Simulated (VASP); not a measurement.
Si:

```
CELL_PARAMETERS angstrom
0.00000 2.72185 2.72185
2.72185 0.00000 2.72185
2.72185 2.72185 0.00000
ATOMIC_POSITIONS crystal
Si 0.50000 0.50000 0.50000
Si 0.75000 0.75000 0.75000
```

- Program: VASP 6.6.1
- Task: relaxation of cell and atoms
- Functional: revPBE
- Dispersion: D2
- Potentials or basis: VASP PAW PBE potentials, release 64 (Si)
- Cutoff: 600 eV
- k mesh: 8 × 8 × 8
- Occupations: fermi-dirac, width 0.05 eV
- Spin: no spin polarisation

At the start: pressure -2.5 GPa; volume 20.16 Å³/atom.

Question: Where does the relaxation end?

Answer: Over 3 steps the energy falls by 4.3 meV/atom and the volume is 19.63 Å³/atom (-2.6 %); space group Fd-3m (No. 227, to 0.05 Å).

Step by step:
```
step  energy change (eV)  largest force (eV/Å)  pressure (GPa)  volume (Å³)
   1              0.0000                0.0000           -2.53        40.33
   2             -0.0036                0.0000            2.12        38.50
   3             -0.0086                0.0000            0.01        39.27
```

Final structure:
```xyz
2
Lattice="0.0000 2.6978 2.6978 2.6978 0.0000 2.6978 2.6978 2.6978 0.0000" Properties=species:S:1:pos:R:3 pbc="T T T"
Si    2.6978    2.6978    2.6978
Si    4.0467    4.0467    4.0467
```

Caveat: the PAW data sets were made with another functional, which shifts forces and pressure a little.
